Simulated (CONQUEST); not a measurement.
Crystal: BaTiO3.

```xyz
5
Lattice="3.9998 0.0000 0.0000 0.0000 3.9998 0.0000 0.0000 0.0000 4.0180" Properties=species:S:1:pos:R:3 pbc="T T T"
Ba    0.0000    0.0000    0.0000
Ti    1.9999    1.9999    2.0492
O     1.9999    0.0000    1.9407
O     0.0000    1.9999    1.9407
O     1.9999    1.9999    3.9417
```

Base run:

| Item | Value |
| --- | --- |
| Program | CONQUEST 1.3 |
| Functional | PBE |
| Potentials or basis | PseudoDojo NC PBE, SZP, grid cutoff 150 Ha |
| k mesh | 7 × 7 × 7 |
| Occupations | fermi-dirac, width 0.05 eV |
| Spin | no spin polarisation |

Its results: band gap on the k mesh 1.54 eV, indirect (least direct gap 1.77 eV); pressure 6.5 GPa; largest force 0.196 eV/Å.

The run is repeated on the same cell with these changes: potentials or basis from PseudoDojo NC PBE, SZP, grid cutoff 150 Ha to PseudoDojo NC PBE, DZP, grid cutoff 150 Ha. What comes out?

Band gap on the k mesh 1.78 eV, indirect (least direct gap 1.97 eV); pressure 4.5 GPa; largest force 0.213 eV/Å.

Caveats: spin-orbit coupling is left out, which moves the levels of the heavy elements; an odd mesh through Γ misses points on the zone boundary, where band edges often lie; the basis of atomic orbitals isn't converged, which shifts pressures, moduli and gaps; the atomic basis is small (some runs).
